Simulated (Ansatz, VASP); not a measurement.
One calculation of Ba, two programs

```xyz
1
Lattice="-2.0569 2.0569 2.0569 2.0569 -2.0569 2.0569 2.0569 2.0569 -2.0569" Properties=species:S:1:pos:R:3 pbc="T T T"
Ba    0.0000    0.0000    0.0000
```

Change from the starting cell: volume scaled by 0.6, LAPW.

Alike in both runs: task single point; functional PBEsol; k mesh 11 × 11 × 11; occupations fermi-dirac, width 0.08 eV; no spin polarisation.

|  | VASP | Ansatz |
| --- | --- | --- |
| version | VASP 6.6.1 | Ansatz 0.2.0 |
| potentials or method | VASP PAW PBE potentials, release 64 (Ba_sv), cutoff 520 eV | all-electron LAPW, scalar-relativistic |

```tsv
	VASP	Ansatz	Ansatz less VASP
pressure (GPa)	10.0	8.8	-1.20
```

Ansatz ran all-electron here, so the differences hold the error of VASP's frozen core and of both bases.

Caveats: the PAW data sets were made with another functional, which shifts forces and pressure a little (VASP). Spin-orbit coupling is left out, which matters for the levels of Ba.
